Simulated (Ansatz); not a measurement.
**SnTe: how the settings move a single-point run**

Aim: see which settings change the result for SnTe, by how much, and at what cost. The cell is built on a prototype (NiAs type) and needn't be the phase found in nature.

Method: reference: DFT, PBE, plane waves, PAW, in Ansatz 0.2.0.

2 further runs of the same task are left out: 1 for a known fault of the program, 1 that didn't finish.

## 1. The system as given

It takes space group P6_3/mmc (No. 194, hexagonal). The conventional cell has a = 4.394 Å, b = 4.394 Å, c = 7.870 Å, α = 90.00°, β = 90.00°, γ = 120.00°. Sn (site symmetry -3m) is surrounded by 6 Te at 3.21 Å. Te (site symmetry -6m2) is surrounded by 6 Sn at 3.21 Å.

Structure file:

```
CELL_PARAMETERS angstrom
4.39384 0.00000 0.00000
-2.19692 3.80518 0.00000
0.00000 0.00000 7.87041
ATOMIC_POSITIONS crystal
Sn 0.00000 0.00000 0.00000
Sn 0.00000 0.00000 0.50000
Te 0.33333 0.66667 0.25000
Te 0.66667 0.33333 0.75000
```

## 2. Reference

input.yaml

```yaml
crystal:
  lattice:
    - [4.3938400123, 0.0, 0.0]
    - [-2.1969200062, 3.8051770708, 0.0]
    - [0.0, 0.0, 7.8704071153]
  atoms:
    - { symbol: Sn, position: [0.0, 0.0, 0.0] }
    - { symbol: Sn, position: [0.0, 0.0, 0.5] }
    - { symbol: Te, position: [0.3333333333, 0.6666666667, 0.25] }
    - { symbol: Te, position: [0.6666666667, 0.3333333333, 0.75] }
kpoints:
  mp_grid: { grid: [6, 6, 2] }
hamiltonian:
  xc: pbe
scf:
  occupations: { method: fermi_dirac, width: 0.02 }
  n_extra_bands: 5
output:
  forces: true
  stress: true
  eigenvalues: true
  write_density: true
  write_potential: true
  elf: true
  volumetric_format: npy
```

Run with:

```
> ansatz run input.yaml --threads 4 --pin off --max-ram 3686MiB --backend cpu --events-out ev --progress --plain --runs-dir out
```

Excerpt of the output:

```text
[...]
Basis set: ecut = 420 eV, 2589 PW (Γ), exchange–correlation on 60×60×108 points (8 copies of the dense FFT grid, shifted against one another)
[...]
k-points: 14 of 72
[...]
SCF iter   1: F=—  HF=-26009.252342 eV  |F-HF|=—  |Δ(HF+E_count)|=         —  Δρ=1.30e-3  dr2=2.60e-3  ethr=1.77e-3  ⟨swp⟩=8.5  Hψ=2166  notcnv=0
preconditioner: auto → LDOS  [insulator: Δε(μ)=0.084 eV  Ē_g=7.373 eV  σ=0.020 eV  W_gap=0.75  n_scr=34 (ndim 8)  ℏωp=14.5 eV  f_vac=0.018  D(μ)=1.68/eV (n_scr^D=2)  ε∞_Penn≈4.9  β→1.0]
SCF iter   2: F=—  HF=-26009.251035 eV  |F-HF|=—  |Δ(HF+E_count)|=   1.31e-3  Δρ=5.42e-4  dr2=3.47e-4  ethr=4.33e-6  ⟨swp⟩=2.1  Hψ=1083  notcnv=0  defer=12
[...]
SCF iter   5: F=—  HF=-26009.250877 eV  |F-HF|=—  |Δ(HF+E_count)|=   2.47e-7  Δρ=1.08e-5  dr2=1.09e-7  ethr=2.56e-9  ⟨swp⟩=2.0  Hψ=898  notcnv=0  defer=12
SCF iter   6: F=-26009.250877 eV  HF=-26009.250877 eV  |F-HF|=8.37e-11  |Δ(HF+E_count)|=   4.44e-8  Δρ=1.47e-6  dr2=1.93e-9  ethr=1.67e-10  ⟨swp⟩=12.5  Hψ=3669  notcnv=0
[...]
SCF converged after 6 iterations
Free energy (F): -26009.250877 eV
[...]
E sigma→0 (E₀):  -26009.249521 eV
[...]
Fermi energy:    8.835577 eV
[...]
  P = ⅓ Tr σ = 0.7494 GPa (7.494 kbar)
[...]
```

It took 1.3 s on 4 threads of an Arm CPU, shared host; peak memory 0.47 GiB.

## 3. Changing settings: ecutwfc 300

input.yaml, as its differences from that of step 2:

```diff
@@ -21,5 +21,3 @@
   eigenvalues: true
-  write_density: true
-  write_potential: true
-  elf: true
-  volumetric_format: npy
+basis:
+  ecutwfc: 300
```

Run with:

```
> ansatz run input.yaml --threads 4 --pin off --max-ram 3686MiB --backend cpu --events-out ev --progress --plain --runs-dir out
```

Output, shortened:

```text
Warning: basis.ecutwfc = 300 eV is below the records' recommended 420 eV, and the density's cutoff is lower with it unless basis.ecutrho_ratio is high enough to keep the records' density cutoff: compare with a run at a higher cutoff
Warning: RAYON_NUM_THREADS=4 ignored (pool sized by the plan → 4); use --threads N
scf.n_extra_bands = 5 over 30 filled bands (N_el = 60.0): the run solves 35 bands
[...]
Pseudopotentials: kind: paw
Pseudopotential: Sn, paw, valence charge 14, recommended cutoff 420 eV (normal), Sn.paw.azcp
Pseudopotential: Te, paw, valence charge 16, recommended cutoff 420 eV (normal), Te.paw.azcp
Functional definition: PBE
[...]
Crystal: 4 atoms, lattice volume = 131.588 Å³
Basis set: ecut = 300 eV, 1547 PW (Γ), exchange–correlation on 50×50×90 points (8 copies of the dense FFT grid, shifted against one another)
Bands: 35, of which v1, the nominal top of the filled ones, is band 30 counted from 1 (29 counted from 0)
Symmetry: 24 space group operations
Space group: P63/mmc (ITA 194), of the structure as read, at distance tolerance 5.1e-5 Å
k-points: 14 of 72
[...]
SCF iter   1: F=—  HF=-26009.061279 eV  |F-HF|=—  |Δ(HF+E_count)|=         —  Δρ=2.18e-3  dr2=3.65e-3  ethr=1.77e-3  ⟨swp⟩=7.8  Hψ=2071  notcnv=0
[...]
SCF iter   6: F=-26009.058735 eV  HF=-26009.058735 eV  |F-HF|=7.97e-10  |Δ(HF+E_count)|=   1.03e-8  Δρ=1.62e-6  dr2=2.71e-9  ethr=1.33e-10  ⟨swp⟩=5.4  Hψ=1988  notcnv=0
[...]
SCF converged after 6 iterations
Free energy (F): -26009.058735 eV
[...]
E sigma→0 (E₀):  -26009.057388 eV
Entropy (-TS):   -0.002694 eV (-0.673 meV/atom)
Fermi energy:    8.836294 eV
[...]
--- Forces (eV/Å), atoms counted from 1 ---
  atom   1  Sn    -0.00000000     0.00000000     0.00000000
  atom   2  Sn    -0.00000000     0.00000000     0.00000000
  atom   3  Te    -0.00000000    -0.00000000    -0.00000000
  atom   4  Te     0.00000000     0.00000000     0.00000000
[...]
--- Stress (GPa, compression-positive) ---
        0.849122      -0.000000      -0.000000
        0.000000       0.849122      -0.000000
       -0.000000      -0.000000       0.485604
  P = ⅓ Tr σ = 0.7279 GPa (7.279 kbar)
--- Band table (eV; the first three rows and the last of 14) ---
[...]
```

It took 0.68 s on 4 threads of an Arm CPU, shared host; peak memory 0.39 GiB.

Changing the cutoff moves the energy by +48.0 meV/atom. The lower cutoff gives the higher energy: the smaller basis describes the state less well. The log warns that the cutoff is under what these potentials recommend, so the shift is basis error.

## 4. Changing settings: preconditioner kerker

input.yaml, as its differences from that of step 2:

```diff
@@ -17,2 +17,3 @@
   n_extra_bands: 5
+  mixing: { preconditioner: kerker }
 output:
@@ -21,5 +22 @@
   eigenvalues: true
-  write_density: true
-  write_potential: true
-  elf: true
-  volumetric_format: npy
```

Run with:

```
> ansatz run input.yaml --threads 4 --pin off --max-ram 3686MiB --backend cpu --events-out ev --progress --plain --runs-dir out
```

Output, shortened:

```text
Warning: RAYON_NUM_THREADS=4 ignored (pool sized by the plan → 4); use --threads N
scf.n_extra_bands = 5 over 30 filled bands (N_el = 60.0): the run solves 35 bands
[...]
Pseudopotentials: kind: paw
Pseudopotential: Sn, paw, valence charge 14, recommended cutoff 420 eV (normal), Sn.paw.azcp
Pseudopotential: Te, paw, valence charge 16, recommended cutoff 420 eV (normal), Te.paw.azcp
Functional definition: PBE
[...]
Crystal: 4 atoms, lattice volume = 131.588 Å³
Basis set: ecut = 420 eV, 2589 PW (Γ), exchange–correlation on 60×60×108 points (8 copies of the dense FFT grid, shifted against one another)
Bands: 35, of which v1, the nominal top of the filled ones, is band 30 counted from 1 (29 counted from 0)
Symmetry: 24 space group operations
Space group: P63/mmc (ITA 194), of the structure as read, at distance tolerance 5.1e-5 Å
k-points: 14 of 72
[...]
SCF iter   1: F=—  HF=-26009.252342 eV  |F-HF|=—  |Δ(HF+E_count)|=         —  Δρ=1.30e-3  dr2=2.60e-3  ethr=1.77e-3  ⟨swp⟩=8.5  Hψ=2166  notcnv=0
[...]
SCF iter   7: F=-26009.250877 eV  HF=-26009.250877 eV  |F-HF|=3.40e-8  |Δ(HF+E_count)|=   3.40e-7  Δρ=6.15e-6  dr2=6.68e-8  ethr=1.67e-10  ⟨swp⟩=6.8  Hψ=2393  notcnv=0
[...]
SCF converged after 7 iterations
Free energy (F): -26009.250877 eV
[...]
E sigma→0 (E₀):  -26009.249521 eV
Entropy (-TS):   -0.002712 eV (-0.678 meV/atom)
Fermi energy:    8.835640 eV
[...]
--- Forces (eV/Å), atoms counted from 1 ---
  atom   1  Sn     0.00000000     0.00000000     0.00000000
  atom   2  Sn     0.00000000    -0.00000000     0.00000000
  atom   3  Te     0.00000000    -0.00000000    -0.00000000
  atom   4  Te    -0.00000000     0.00000000     0.00000000
[...]
--- Stress (GPa, compression-positive) ---
        0.857922      -0.000000      -0.000000
       -0.000000       0.857922      -0.000000
       -0.000000      -0.000000       0.532208
  P = ⅓ Tr σ = 0.7494 GPa (7.494 kbar)
--- Band table (eV; the first three rows and the last of 14) ---
[...]
```

It took 1.1 s on 4 threads of an Arm CPU, shared host; peak memory 0.46 GiB.

Same state: the changed mixing leaves the energy within 0.5 meV/atom.

## 5. Variant: occupations.method methfessel_paxton, occupations.width 0.2

input.yaml, as its differences from that of step 2:

```diff
@@ -15,3 +15,3 @@
 scf:
-  occupations: { method: fermi_dirac, width: 0.02 }
+  occupations: { method: methfessel_paxton, width: 0.2 }
   n_extra_bands: 5
@@ -21,5 +21 @@
   eigenvalues: true
-  write_density: true
-  write_potential: true
-  elf: true
-  volumetric_format: npy
```

Run with:

```
> ansatz run input.yaml --threads 4 --pin off --max-ram 3686MiB --backend cpu --events-out ev --progress --plain --runs-dir out
```

Output, shortened:

```text
Warning: RAYON_NUM_THREADS=4 ignored (pool sized by the plan → 4); use --threads N
scf.n_extra_bands = 5 over 30 filled bands (N_el = 60.0): the run solves 35 bands
[...]
Pseudopotentials: kind: paw
Pseudopotential: Sn, paw, valence charge 14, recommended cutoff 420 eV (normal), Sn.paw.azcp
Pseudopotential: Te, paw, valence charge 16, recommended cutoff 420 eV (normal), Te.paw.azcp
Functional definition: PBE
[...]
Crystal: 4 atoms, lattice volume = 131.588 Å³
Basis set: ecut = 420 eV, 2589 PW (Γ), exchange–correlation on 60×60×108 points (8 copies of the dense FFT grid, shifted against one another)
Bands: 35, of which v1, the nominal top of the filled ones, is band 30 counted from 1 (29 counted from 0)
Symmetry: 24 space group operations
Space group: P63/mmc (ITA 194), of the structure as read, at distance tolerance 5.1e-5 Å
k-points: 14 of 72
[...]
SCF converged after 6 iterations
Stability not checked: this state was not tested for a lower state beside it, because cold or Methfessel-Paxton smearing, or corrected tetrahedra, fill the levels in a way that the test cannot read (fill_not_monotonic; see scf.lower_state_search)
Free energy (F): -26009.252217 eV
[...]
E sigma→0 (E₀):  -26009.250680 eV
Entropy (-TS):   -0.006146 eV (-1.537 meV/atom)
Fermi energy:    8.876387 eV
[...]
--- Forces (eV/Å), atoms counted from 1 ---
  atom   1  Sn     0.00000000     0.00000000     0.00000000
  atom   2  Sn     0.00000000    -0.00000000    -0.00000000
  atom   3  Te     0.00000000    -0.00000000    -0.00000000
  atom   4  Te     0.00000000     0.00000000     0.00000000
[...]
--- Stress (GPa, compression-positive) ---
        0.844014       0.000000      -0.000000
        0.000000       0.844014      -0.000000
       -0.000000      -0.000000       0.405027
  P = ⅓ Tr σ = 0.6977 GPa (6.977 kbar)
--- Band table (eV; the first three rows and the last of 14) ---
[...]
```

It took 1 s on 4 threads of an Arm CPU, shared host; peak memory 0.46 GiB.

Changing the smearing leaves the energy as it was (-0.3 meV/atom).

## 6. Comparison

| run | ending | energy change | pressure (GPa) | gap (eV) | force (eV/Å) | cycles | time |
| --- | --- | --- | --- | --- | --- | --- | --- |
| reference | converged | 0 | 0.7 | 0.00 | 0.00 | 6 | 1.3 s |
| 1: ecutwfc 300 | converged | +48.0 meV/atom | 0.7 | 0.00 | 0.00 | 6 | 0.68 s |
| 2: preconditioner kerker | converged | 0.0 meV/atom | 0.7 | 0.00 | 0.00 | 7 | 1.1 s |
| 3: occupations.method methfessel_paxton, occupations.width 0.2 | converged | -0.3 meV/atom (σ→0) | 0.7 | 0.00 | 0.00 | 6 | 1 s |

Times don't compare one to one where runs were asked for different outputs or read a saved state (see the inputs); cycles may leave out searches for a lower state.

Residual by cycle in the longest SCF loop of each run; runs are numbered as in the table. The quantity is the density residual dr2, in eV.

```csv
cycle,reference,run 1,run 2,run 3
1,0.0026,0.00365,0.0026,0.00176
2,3.5e-4,2.2e-4,9.9e-4,3.0e-4
3,3.9e-5,4.4e-5,1.5e-4,3.9e-5
4,1.5e-6,1.4e-6,3.0e-5,2.4e-6
5,1.1e-7,8.0e-8,3.9e-6,2.0e-7
6,1.9e-9,2.7e-9,1.2e-6,2.9e-9
7,-,-,6.7e-8,-
```

**Reading.** Semilocal functionals close small gaps, so the missing gap need not be the real solid's. Run 1 ran under the cutoff that the potentials recommend, as the log warns, so basis error is mixed into its values.
